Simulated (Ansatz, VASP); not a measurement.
## V, level by level in two programs

```
V
1.0
    -1.51435    1.51435    1.51435
     1.51435   -1.51435    1.51435
     1.51435    1.51435   -1.51435
V
1
Cartesian
  0.0000 0.0000 0.0000
```

Single points on this cell with VASP 6.6.1 and Ansatz 0.2.0. Each row is one pair of runs. Alike in all rows: spin: collinear, ferromagnetic start; k mesh: 12 × 12 × 12; VASP's potentials, cutoff: VASP PAW PBE potentials, release 64 (V_sv), 520 eV.

| level | smearing | Ansatz's potentials, cutoff | gap on the k mesh at the Fermi level (eV), VASP | gap on the k mesh at the Fermi level (eV), Ansatz | pressure (GPa), VASP | pressure (GPa), Ansatz | net moment per atom (μB), VASP | net moment per atom (μB), Ansatz |
| --- | --- | --- | --- | --- | --- | --- | --- | --- |
| PBE | fermi-dirac, width 0.05 eV | Ansatz PAW, 420 eV | none | none | -5.2 | -5.4 | 0.00 | 0.00 |
| PBE | fermi-dirac, width 0.05 eV | PseudoDojo standard (PBE files), 1143 eV | none | none | -5.2 | -5.3 | 0.00 | 0.00 |
| PBE | gaussian, width 0.02 eV | Ansatz PAW, 420 eV | none | none | -5.2 | -5.2 | 0.12 | 0.12 |
| RPBE | gaussian, width 0.1 eV | Ansatz PAW, 420 eV | none | none | -1.0 | -1.2 | 0.00 | 0.00 |
| PBE | gaussian, width 0.026 eV | Ansatz PAW, 420 eV | none | none | -5.1 | -5.2 | 0.13 | 0.12 |
| PBEsol | fermi-dirac, width 0.05 eV | Ansatz PAW, 420 eV | none | none | -11.9 | -12.0 | 0.00 | 0.00 |

Pressure (GPa): the two programs differ by at most 0.25; net moment per atom (μB): the two programs differ by at most 0.006.

A gap of «none» marks a metal or a gap that the smearing closes.

Caveats: the PAW data sets were made with another functional, which shifts forces and pressure a little (VASP); the starting moments weren't kept (Ansatz); the PAW data sets come from PBE, with cores solved anew for the run's functional, which leaves a small shift of forces and pressure (Ansatz).
